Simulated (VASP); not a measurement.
# CO in VASP: settings compared

One molecule, CO, is run at these levels: PBEsol, PBE+D3, PBE+D4, PBE+D3(BJ); tasks: single point.

Everything below comes from runs of VASP 6.6.1. Logs are shortened: lines on timing, memory, paths and dates and some standing lists are left out, and cuts for length are marked.

### Step 1. Starting point

The cell holds a molecule in a box, 2 atoms: a = 11.466 Å, b = 11.966 Å, c = 12.466 Å, α = 90.00°, β = 90.00°, γ = 90.00°.

### Step 2. Single point, PBEsol

The input, INCAR:

```
SYSTEM = CO
PREC = Accurate
ENCUT = 400
EDIFF = 1E-6
ISMEAR = 0
SIGMA = 0.01
LREAL = .FALSE.
LASPH = .TRUE.
NELM = 100
ALGO = Normal
ISIF = 2
LWAVE = .FALSE.
LCHARG = .FALSE.
GGA = PS
NBANDS = 12
ISYM = 0
```

The input, KPOINTS:

```
Automatic mesh
0
G
  1 1 1
  0 0 0
```

The input, POSCAR:

```
CO                                      
1.0
   11.4664208122      0.0000000000      0.0000000000
    0.0000000000     11.9664208122      0.0000000000
    0.0000000000      0.0000000000     12.4664208122
  C               O             
     1     1
Selective dynamics
Direct
     0.5219830802999965    0.5161969978000016    0.4612390425999990   F   F   F
     0.4773768654687762    0.4918125284690365    0.5398882483994512   T   T   T
```

Potentials or basis: VASP PAW PBE potentials, release 64 (C, O).

Run with:

```
$ cat potpaw_PBE.64/C/POTCAR potpaw_PBE.64/O/POTCAR > POTCAR
$ mpirun -np 4 vasp_gam > vasp.out
```

OUTCAR:

```text
SYSTEM = CO
   PREC = Accurate
   ENCUT = 400
   EDIFF = 1E-6
   ISMEAR = 0
   LREAL = .FALSE.
   LASPH = .TRUE.
   NELM = 100
   ISIF = 2
   GGA = PS
   ISYM = 0

 ion  position               nearest neighbor table
   1  0.522  0.516  0.461-   2 1.14
   2  0.477  0.492  0.540-   1 1.14

IMPORTANT INFORMATION: All symmetrisations will be switched off!
NOSYMM: (Re-)initialisation of all symmetry stuff for point group C_1.

----------------------------------------------------------------------------------------

                                     Primitive cell

  volume of cell :    1710.5427

  direct lattice vectors                    reciprocal lattice vectors
    11.466420812  0.000000000  0.000000000     0.087211172  0.000000000  0.000000000
     0.000000000 11.966420812  0.000000000     0.000000000  0.083567176  0.000000000
     0.000000000  0.000000000 12.466420812     0.000000000  0.000000000  0.080215486

  length of vectors
    11.466420812 11.966420812 12.466420812     0.087211172  0.083567176  0.080215486

  position of ions in fractional coordinates (direct lattice)
     0.521983080  0.516196998  0.461239043
     0.477376865  0.491812528  0.539888248

  ion indices of the primitive-cell ions
   primitive index   ion index
                 1           1
                 2           2

----------------------------------------------------------------------------------------

 KPOINTS: Automatic mesh

Automatic generation of k-mesh.
 Grid dimensions read from file:
 generate k-points for:    1    1    1

 Generating k-lattice:

  Cartesian coordinates                     Fractional coordinates (reciprocal lattice)
     0.087211172  0.000000000  0.000000000     1.000000000  0.000000000  0.000000000
     0.000000000  0.083567176  0.000000000     0.000000000  1.000000000  0.000000000
     0.000000000  0.000000000  0.080215486     0.000000000  0.000000000  1.000000000

  Length of vectors
     0.087211172  0.083567176  0.080215486

  Shift w.r.t. Gamma in fractional coordinates (k-lattice)
     0.000000000  0.000000000  0.000000000

 Subroutine IBZKPT returns following result:
 ===========================================

 Found      1 irreducible k-points:

 Following reciprocal coordinates:
            Coordinates               Weight
  0.000000  0.000000  0.000000      1.000000
   k-points           NKPTS =      1   k-points in BZ     NKDIM =      1   number of bands    NBANDS=     12
   number of dos      NEDOS =    301   number of ions     NIONS =      2
   total plane-waves  NPLWV = 537600
   dimension x,y,z NGX =    80 NGY =   80 NGZ =   84
   dimension x,y,z NGXF=   160 NGYF=  160 NGZF=  168
   ions per type =               1   1
   NGX,Y,Z   is equivalent  to a cutoff of  11.60, 11.11, 11.20 a.u.
   NGXF,Y,Z  is equivalent  to a cutoff of  23.20, 22.23, 22.40 a.u.
 SYSTEM =  CO
   PREC   = accura    normal or accurate (medium, high low for compatibility)
   ISTART =      0    job   : 0-new  1-cont  2-samecut
   ICHARG =      2    charge: 1-file 2-atom 10-const
   ISPIN  =      1    spin polarized calculation?
   LNONCOLLINEAR =      F non collinear calculations
   LSORBIT =      F    spin-orbit coupling
   LASPH  =      T    aspherical Exc in radial PAW
   ENCUT  =  400.0 eV  29.40 Ry    5.42 a.u.  18.70 19.51 20.33*2*pi/ulx,y,z
   NELM   =    100;   NELMIN=  2; NELMDL= -5     # of ELM steps
   EDIFF  = 0.1E-05   stopping-criterion for ELM
   LREAL  =      F    real-space projection
   EDIFFG = 0.1E-04   stopping-criterion for IOM
   NSW    =      0    number of steps for IOM
   IBRION =     -1    ionic relax: 0-MD 1-quasi-New 2-CG
   NFREE  =      0    steps in history (QN), initial steepest desc. (CG)
   ISIF   =      2    stress and relaxation
   ISYM   =      0    0-nonsym 1-usesym 2-fastsym
   POTIM  = 0.5000    time-step for ionic-motion
   TEBEG  =    0.0;   TEEND  =   0.0 temperature during run
   PSTRESS=    0.0 pullay stress
   NELECT =      10.0000    total number of electrons
   NUPDOWN=      -1.0000    fix difference up-down
   EMIN   =  10.00;   EMAX   =-10.00  energy-range for DOS
   EFERMI =   0.00;   METHOD = LEGACY
   ISMEAR =     0;   SIGMA  =   0.01  broadening in eV -4-tet -1-fermi 0-gaus
   EFERMI_NEDOS =   21; number of points for ismear=-14 and -15
   IALGO  =     38    algorithm
   IMIX   =      4    mixing-type and parameters
     AMIX     =   0.40;   BMIX     =  1.00
     AMIX_MAG =   1.60;   BMIX_MAG =  1.00
  volume/ion in A,a.u.               =     855.27      5771.66
  Fermi-wavevector in a.u.,A,eV,Ry     =   0.294915  0.557309  1.183365  0.086975
  Thomas-Fermi vector in A             =   1.157983
   LORBIT       =      0    0 simple, 1 ext, 2 COOP (PROOUT), +10 PAW based schemes
   GGA     = PS    functional components
   LHFCALC =     F    Hartree Fock is set to
   AEXX    =    0.0000 exact exchange contribution
   IVDW    =     0    specifies the selected vdW correction
   LEPSILON=     F    determine dielectric tensor
   LRPA    =     F    only Hartree local field effects (RPA)
 non-spin polarized calculation
 Gauss-broadening in eV      SIGMA  =   0.01
  energy-cutoff  :      400.00
  volume of cell :     1710.54
 maximum number of plane-waves:     15554
 NGX is ok and might be reduce to    80
   NGX = 37   NGY = 39   NGZ = 41

 number of electron      10.0000001 magnetization

 Free energy of the ion-electron system (eV)
  ---------------------------------------------------
  ext. energy  EPLUGINS =         0.00000000
  ---------------------------------------------------
  free energy    TOTEN  =       -15.17858013 eV

  energy without entropy =      -15.17858013  energy(sigma->0) =      -15.17858013

 E-fermi :  -8.8570     XC(G=0):  -0.3865

 val. band max:       -8.9259844209   @ k =   0.0000   0.0000   0.0000
 cond. band min:      -2.0593387669   @ k =   0.0000   0.0000   0.0000
 fundamental gap:      6.8666456539
 Fermi energy:        -8.8569538500

 k-point     1 :       0.0000    0.0000    0.0000
  band No.  band energies     occupation
      1     -29.1199      2.00000
      2     -13.9323      2.00000
      3     -11.6900      2.00000
      4     -11.6898      2.00000
      5      -8.9260      2.00000
      6      -2.0593      0.00000
      7      -2.0591      0.00000
      8      -0.1487      0.00000
      9       0.7128      0.00000
     10       0.8314      0.00000
     11       0.8568      0.00000
     12       0.9364      0.00000

------------------------ aborting loop because EDIFF is reached ----------------------------------------

  FORCE on cell =-STRESS in cart. coord.  units (eV):
  Direction    XX          YY          ZZ          XY          YZ          ZX
  --------------------------------------------------------------------------------------
  -------------------------------------------------------------------------------------
  Total       -0.8369636     -0.8206379     -0.9560827     -0.0241296      0.0474049      0.0817120
  in kB       -0.7839407     -0.7686492     -0.8955134     -0.0226009      0.0444017      0.0765354
  external PRESSURE =      -0.8160345 kB  Pullay stress =       0.0000000 kB

 VOLUME and BASIS-vectors are now :
 -----------------------------------------------------------------------------
  energy-cutoff  :      400.00
  volume of cell :     1710.54
      direct lattice vectors                 reciprocal lattice vectors
    11.466420812  0.000000000  0.000000000     0.087211172  0.000000000  0.000000000
     0.000000000 11.966420812  0.000000000     0.000000000  0.083567176  0.000000000
     0.000000000  0.000000000 12.466420812     0.000000000  0.000000000  0.080215486

 POSITION                                       TOTAL-FORCE (eV/Angst)
 -----------------------------------------------------------------------------------
      5.98528      6.17703      5.75000        -0.092987     -0.056763      0.181118
      5.47380      5.88524      6.73047         0.092987      0.056763     -0.181118
 -----------------------------------------------------------------------------------
    total drift:                               -0.000228     -0.000793     -0.001600

  FREE ENERGIE OF THE ION-ELECTRON SYSTEM (eV)
  ---------------------------------------------------
  free  energy   TOTEN  =       -15.1785801274 eV

  energy  without entropy=      -15.1785801274  energy(sigma->0) =      -15.17858013
```

Wall time 20 s (4 MPI ranks of Intel Xeon Platinum 8559C (Emerald Rapids), shared host); peak memory 0.35 GiB.

What came out:

```
Free energy                     : -15.1786 eV
Largest force                   : 0.211 eV/Å
Gap between the frontier levels : 6.87 eV
```

Forces in eV/Å, atoms in the order of the input:
```
C   -0.093 -0.057  0.181
O    0.093  0.057 -0.181
```

Levels at points of the mesh, in eV from the valence-band top:
```csv
k point,band 3,band 4,band 5,band 6,band 7,band 8
"(0.00, 0.00, 0.00)",-2.76,-2.76,0.00,6.87,6.87,8.78
```

Caveat: the cutoff is under 1.25 times the usual one of these potentials, so pressure, stress and relaxed cells hold a basis-set (Pulay) error; the standard files for N, O and F lose accuracy on very short bonds; the PAW data sets were made with another functional, which shifts forces and pressure a little.

### Step 3. Single point, PBE+D3

Changes to INCAR since step 2:

```diff
@@ -13,3 +13,4 @@
 LCHARG = .FALSE.
-GGA = PS
+GGA = PE
+IVDW = 11
 NBANDS = 12
```

KPOINTS is that of step 2.

POSCAR is that of step 2.

Potentials or basis: VASP PAW PBE potentials, release 64 (C, O).

Run with:

```
$ cat potpaw_PBE.64/C/POTCAR potpaw_PBE.64/O/POTCAR > POTCAR
$ mpirun -np 4 vasp_gam > vasp.out
```

It took 18 s on 4 MPI ranks of Intel Xeon Platinum 8559C (Emerald Rapids), shared host; peak memory 0.35 GiB.

It converged, with:

| Quantity | Value |
| --- | --- |
| Free energy | -14.8116 eV |
| Largest force | 0.028 eV/Å |
| Gap between the frontier levels | 6.92 eV |
| Dispersion energy per atom | 0.000 eV |

Forces on the atoms (eV/Å):
```
C   -0.011 -0.010  0.024
O    0.011  0.010 -0.024
```

Levels at points of the mesh, in eV from the valence-band top:
| k point | band 2 | band 3 | band 4 | band 5 | band 6 | band 7 | band 8 | band 9 |
| --- | --- | --- | --- | --- | --- | --- | --- | --- |
| (0.00, 0.00, 0.00) | -5.00 | -2.67 | -2.67 | 0.00 | 6.92 | 6.92 | 8.82 | 9.67 |

Caveat: the cutoff is under 1.25 times the usual one of these potentials, so pressure, stress and relaxed cells hold a basis-set (Pulay) error; the standard files for N, O and F lose accuracy on very short bonds. A hybrid or GW would open this gap; PBE tends to underestimate it.

### Step 4. Single point, PBE+D4

Changes to INCAR since step 3:

```diff
@@ -14,3 +14,3 @@
 GGA = PE
-IVDW = 11
+IVDW = 13
 NBANDS = 12
```

KPOINTS is that of step 3.

POSCAR is that of step 3.

Run with:

```
$ cat potpaw_PBE.64/C/POTCAR potpaw_PBE.64/O/POTCAR > POTCAR
$ mpirun -np 4 vasp_gam > vasp.out
```

It took 28 s on 4 MPI ranks of Intel Xeon Platinum 8559C (Emerald Rapids), shared host; peak memory 0.35 GiB.

The run converged. Its results:

```
Free energy                     : -14.8222 eV
Largest force                   : 0.028 eV/Å
Gap between the frontier levels : 6.92 eV
Dispersion energy per atom      : -0.005 eV
```

Forces in eV/Å, atoms in the order of the input:
```
C   -0.011 -0.010  0.024
O    0.011  0.010 -0.024
```

Levels at points of the mesh, in eV from the valence-band top:
| k point | band 3 | band 4 | band 5 | band 6 | band 7 | band 8 |
| --- | --- | --- | --- | --- | --- | --- |
| (0.00, 0.00, 0.00) | -2.67 | -2.67 | 0.00 | 6.92 | 6.92 | 8.82 |

Caveat: the cutoff is under 1.25 times the usual one of these potentials, so pressure, stress and relaxed cells hold a basis-set (Pulay) error; the standard files for N, O and F lose accuracy on very short bonds. Expect the measured gap to be larger: semilocal functionals such as PBE lack the derivative discontinuity.

### Step 5. Single point, PBE+D3(BJ)

Changes to INCAR since step 4:

```diff
@@ -2,3 +2,3 @@
 PREC = Accurate
-ENCUT = 400
+ENCUT = 520
 EDIFF = 1E-6
@@ -14,3 +14,3 @@
 GGA = PE
-IVDW = 13
+IVDW = 12
 NBANDS = 12
```

KPOINTS is that of step 4.

POSCAR is that of step 4.

Run with:

```
$ cat potpaw_PBE.64/C/POTCAR potpaw_PBE.64/O/POTCAR > POTCAR
$ mpirun -np 4 vasp_gam > vasp.out
```

Run time: 26 s. Hardware: 4 MPI ranks of Intel Xeon Platinum 8559C (Emerald Rapids), shared host; peak memory 0.46 GiB.

Results (log left out):

```yaml
Free_energy: -14.8031 eV
Largest_force: 0.054 eV/Å
Gap_between_the_frontier_levels: 6.91 eV
Dispersion_energy_per_atom: -0.006 eV
```

Forces on the atoms (eV/Å):
```
C   -0.024 -0.014  0.046
O    0.024  0.014 -0.046
```

Levels at points of the mesh, in eV from the valence-band top:
```csv
k point,band 1,band 2,band 3,band 4,band 5,band 6,band 7,band 8,band 9,band 10
"(0.00, 0.00, 0.00)",-20.18,-4.99,-2.67,-2.67,0.00,6.91,6.91,8.82,9.67,9.80
```

Caveat: the standard files for N, O and F lose accuracy on very short bonds.

### Step 6. Summary

| level | cutoff (eV) | gap on the mesh (eV) | largest force (eV/Å) |
| --- | --- | --- | --- |
| PBEsol | 400 | 6.87 | 0.21 |
| PBE+D3 | 400 | 6.92 | 0.03 |
| PBE+D4 | 400 | 6.92 | 0.03 |
| PBE+D3(BJ) | 520 | 6.91 | 0.05 |

Alike in all rows: task single point; potentials or basis VASP PAW PBE potentials, release 64 (C, O); no spin polarisation; cell as given; k mesh 1 × 1 × 1; smearing gaussian 0.01 eV.

On the cell as given the gap runs from 6.87 eV (PBEsol) to 6.92 eV (PBE+D3).

Caveats: the standard files for N, O and F lose accuracy on very short bonds; the cutoff is under 1.25 times the usual one of these potentials, so pressure, stress and relaxed cells hold a basis-set (Pulay) error (some runs); the PAW data sets were made with another functional, which shifts forces and pressure a little (some runs).

Absolute energies hang on the potentials; compare differences alone.
